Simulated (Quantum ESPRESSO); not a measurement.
Crystal: NaF (Villiaumite).

```
Na F
1.0
     0.00000    2.32000    2.32000
     2.32000    0.00000    2.32000
     2.32000    2.32000    0.00000
Na F
1 1
Cartesian
  0.0000 0.0000 0.0000
  2.3200 2.3200 2.3200
```

```yaml
Program: Quantum ESPRESSO 7.5
Task: phonons
Functional: PBEsol
Potentials_or_basis: GBRV 1.5 PBEsol
Cutoff: 612 eV
Density_cutoff: 4898 eV
k_mesh: 6 × 6 × 6, shifted
Occupations: fermi-dirac, width 0.05 eV
Spin: no spin polarisation
Target_pressure: 10 GPa
Mixing_beta: 0.5
Most_SCF_iterations: 120
SCF_threshold: 4e-10 Ry
```

The cell and the atoms were relaxed first at 10 GPa, to 10.83 Å³/atom (a = 3.129 Å, b = 3.129 Å, c = 3.129 Å, α = 60.00°, β = 60.00°, γ = 60.00°), and the response was taken there.

The first run showed a gap, so the response started from a second, tighter run with fixed occupations.

How polar is the lattice: what are the Born charges, the two dielectric constants and the LO-TO splitting?

Born charges ±0.99 e; dielectric constants 1.93 (electrons alone) and 3.85 (static); transverse and longitudinal modes at 333 and 471 cm⁻¹.

Caveat: the cell is more than 3 GPa from zero pressure, which shifts response properties.
